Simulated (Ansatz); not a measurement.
# Al3Cu2: the cost of one run

Method: DFT PBEsol, scalar-relativistic, plane waves, PAW, in Ansatz 0.2.0.

1 further run of the same task is left out (set aside as unsound or not needed).

## 1. The starting structure

The structure is trigonal, space group P-3m1 (No. 164). Conventional cell: a = 4.099 Å, b = 4.099 Å, c = 4.982 Å, α = 90.00°, β = 90.00°, γ = 120.00°. Al (site symmetry -3m) has 6 Cu at 2.49 Å as nearest neighbours. Al (site symmetry 3m) has 5 Cu at 2.45 to 2.56 Å and 3 Al at 2.79 Å as nearest neighbours. Cu (site symmetry 3m) has 8 Al at 2.45 to 2.56 Å as nearest neighbours.

As a file:

```cif
data_structure
_symmetry_space_group_name_H-M 'P 1'
_symmetry_Int_Tables_number 1
_cell_length_a 4.0986
_cell_length_b 4.0986
_cell_length_c 4.9821
_cell_angle_alpha 90.000
_cell_angle_beta 90.000
_cell_angle_gamma 120.000
_cell_volume 72.48
loop_
_atom_site_label
_atom_site_type_symbol
_atom_site_fract_x
_atom_site_fract_y
_atom_site_fract_z
_atom_site_occupancy
Al1 Al 0.00000 0.00000 0.00000 1
Al2 Al 0.33333 0.66667 0.35151 1
Al3 Al 0.66667 0.33333 0.64849 1
Cu1 Cu 0.33333 0.66667 0.84229 1
Cu2 Cu 0.66667 0.33333 0.15771 1
```

It goes back to an entry of the Materials Project, which need not be the stable form.

This cell was relaxed beforehand with the same method: volume 14.50 Å³/atom, gap on the mesh none (metal).

## 2. Static run: bands, density of states and charges

The input, input.yaml:

```yaml
crystal:
  lattice:
    - [4.0985856014, 0.0, 0.0]
    - [-2.0492928007, 3.5494792504, 0.0]
    - [0.0, 0.0, 4.9821008425]
  atoms:
    - { symbol: Al, position: [0.0, 0.0, 0.0] }
    - { symbol: Al, position: [0.3333333333, 0.6666666667, 0.3515059809] }
    - { symbol: Al, position: [0.6666666667, 0.3333333333, 0.6484940191] }
    - { symbol: Cu, position: [0.3333333333, 0.6666666667, 0.8422899817] }
    - { symbol: Cu, position: [0.6666666667, 0.3333333333, 0.1577100183] }
basis:
  ecutwfc: 420
kpoints:
  mp_grid: { grid: [12, 12, 8] }
  band_path:
    path:
      - [[0.0, 0.0, 0.0], [0.5, 0.0, 0.0], [0.33333333, 0.33333333, 0.0], [0.0, 0.0, 0.0], [0.0, 0.0, 0.5], [0.5, 0.0, 0.5], [0.33333333, 0.33333333, 0.5], [0.0, 0.0, 0.5]]
      - [[0.5, 0.0, 0.5], [0.5, 0.0, 0.0]]
      - [[0.33333333, 0.33333333, 0.5], [0.33333333, 0.33333333, 0.0]]
    npoints: 14
hamiltonian:
  xc: pbesol
scf:
  occupations: { method: gaussian, width: 0.1 }
  n_extra_bands: 12
output:
  forces: true
  stress: true
  eigenvalues: true
  populations: true
  dos: { projected: true, de: 0.02, nscf_kmesh: { grid: [18, 18, 12] } }
  bader: true
```

The run is started by

```sh
> ansatz run input.yaml --threads 1 --pin off --max-ram 2560MiB --backend cpu --events-out ev --progress --plain --runs-dir out
```

**Question.** How long does this run take on 1 thread of Intel Xeon Platinum 8259CL at 2.50GHz (Skylake/Cascade Lake), shared host, and how much memory does it need?

About 2.9 min, with a peak of 0.83 GiB.
